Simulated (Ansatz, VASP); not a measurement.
SiC in VASP and in Ansatz

```
Si C
1.0
     0.04922    2.17805    2.17805
     2.17805    0.04922    2.17805
     2.22728    2.22728    0.00000
Si C
1 1
Direct
  0.00201 0.00201 0.99799
  0.24799 0.24799 0.25201
```

Change from the starting cell: shear_xy strain +4.5%.

Alike in both runs: task single point; functional PBE; k mesh 10 × 10 × 10; occupations fermi-dirac, width 0.02 eV; no spin polarisation.

|  | VASP | Ansatz |
| --- | --- | --- |
| version | VASP 6.6.1 | Ansatz 0.2.0 |
| potentials or method | VASP PAW PBE potentials, release 64 (Si, C) | plane waves, PAW |
| plane-wave cutoff (eV) | 520 | 420 |
| valence electrons in the cell | 8 | 8 |

```csv
,VASP,Ansatz,Ansatz less VASP
gap on the k mesh at the Fermi level (eV),1.03,1.04,+0.004
pressure (GPa),3.8,3.9,+0.06
largest component of the traceless stress (GPa),11.34,11.29,-0.053
rms of the force components (eV/Å),0.025,0.025,+0.0003
```

Atom by atom the forces differ by 0.000 eV/Å (rms over components). The functional is the same, so the differences come from potentials, cutoffs and numerics.

A k mesh can miss the band edges.
